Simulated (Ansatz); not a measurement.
## Cohesive energies along group 13

The calculation used DFT, BLYP, plane waves (420 eV) with PAW, scalar-relativistic in Ansatz. (PAW data from PBE, frozen cores regenerated.)

The free atom is spin-polarised, without symmetry, in a box of 14 × 14.4 × 14.8 Å, in the lowest state that the tried spin starts reached (hybrids start from one state alone); no zero-point energy, no spin-orbit coupling, no dispersion.

Rank by cohesive energy per atom, weakest first.
A. aluminium (fcc)
B. gallium (alpha-Ga (Cmce))
C. indium (body-centred tetragonal)
D. thallium (hcp)
E. boron (alpha-rhombohedral (B12))

D (1.56 eV), C (1.69 eV), B (1.99 eV), A (2.40 eV), E (5.49 eV).
